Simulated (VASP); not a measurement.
The system is Au.

```
CELL_PARAMETERS angstrom
0.00000 2.03500 2.03500
2.03500 0.00000 2.03500
2.03500 2.03500 0.00000
ATOMIC_POSITIONS crystal
Au 0.00000 0.00000 0.00000
```

| Item | Value |
| --- | --- |
| Program | VASP 6.6.1 |
| Task | relaxation of cell and atoms |
| Functional | vdW-DF2 |
| Potentials or basis | VASP PAW PBE potentials, release 64 (Au) |
| Cutoff | 600 eV |
| k mesh | 11 × 11 × 11 |
| Occupations | fermi-dirac, width 0.05 eV |
| Spin | no spin polarisation |

At the start: pressure 30.2 GPa; volume 16.85 Å³/atom.

Problem. How do energy, volume and symmetry change on relaxing?

Solution. Over 5 steps the energy falls by 265.6 meV/atom and the volume is 20.33 Å³/atom (+20.6 %); space group Fm-3m (No. 225, to 0.05 Å).

Step by step:
```
step  energy change (eV)  largest force (eV/Å)  pressure (GPa)  volume (Å³)
   1              0.0000                0.0000           30.21        16.85
   2             -0.0213                0.0000          -10.69        25.86
   3             -0.2652                0.0000           -0.80        20.53
   4             -0.2656                0.0000           -0.27        20.40
   5             -0.2656                0.0000            0.07        20.33
```

Final structure:
```
Au
1.0
     0.00000    2.16618    2.16618
     2.16618    0.00000    2.16618
     2.16618    2.16618    0.00000
Au
1
Cartesian
  0.0000 0.0000 0.0000
```

Caveat: the volume moved by over 15 % at a fixed basis, so the end points are rough; the PAW data sets were made with another functional, which shifts forces and pressure a little; the volume moved by +21 % from the deposited cell, more than functionals usually miss.
